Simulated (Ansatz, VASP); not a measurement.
## Two plane-wave programs on Ag

```xyz
1
Lattice="-1.7053 1.7053 1.6557 1.7053 -1.7053 1.6557 1.7053 1.7053 -1.6557" Properties=species:S:1:pos:R:3 pbc="T T T"
Ag    0.0000    0.0000    0.0000
```

Change from the starting cell: strain +0.030 along x and y, +0.000 along z, atoms carried along.

Alike in both runs: task single point; functional PBEsol; k mesh 20 × 20 × 20; occupations gaussian, width 0.15 eV; no spin polarisation.

|  | VASP | Ansatz |
| --- | --- | --- |
| version | VASP 6.6.1 | Ansatz 0.2.0 |
| potentials or method | VASP PAW PBE potentials, release 64 (Ag) | scalar-relativistic, plane waves, PAW |
| plane-wave cutoff (eV) | 520 | 420 |
| valence electrons in the cell | 11 | 19 |

```tsv
	VASP	Ansatz	Ansatz less VASP
gap on the k mesh at the Fermi level (eV)	none	none	-
pressure (GPa)	-10.7	-10.7	+0.02
largest component of the traceless stress (GPa)	0.36	0.36	+0.006
```

A gap of «none» marks a metal or a gap that the smearing closes. The two sets of potentials don't hold the same shells in valence.

Caveats: the PAW data sets were made with another functional, which shifts forces and pressure a little (VASP).
